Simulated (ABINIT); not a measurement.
Pt, 1 atom in the cell. The typed cell holds 1 atom: a = 2.716 Å, b = 2.768 Å, c = 2.698 Å, α = 110.68°, β = 107.29°, γ = 108.83°. This isn't the form of Pt at room conditions, which is fcc. The cell isn't the ideal one: cell strained at random at fixed volume.

* Program: ABINIT 10.8.3 (patched build)
* Task: single point
* Functional: PBEsol
* Potentials or basis: PseudoDojo NC SR PBEsol v0.4.1 standard
* Cutoff: 1143 eV
* k mesh: 12 × 12 × 12
* Occupations: fermi-dirac, width 0.05 eV
* Spin: no spin polarisation

Potentials or basis: PseudoDojo NC SR PBEsol v0.4.1 standard.

Command:

```bash
$ abinit run.abi > log 2>&1
```

Hardware: 1 thread of Arm Neoverse V2, with other jobs on the host.

**Question.** How long does it take, and how much memory?

**Answer.** Wall time 5 min on 1 thread of Arm Neoverse V2, with other jobs on the host, peak memory 0.31 GiB. Counts: scf iterations 8, mpi ranks 1, k points 868, bands 13, plane waves 1415.
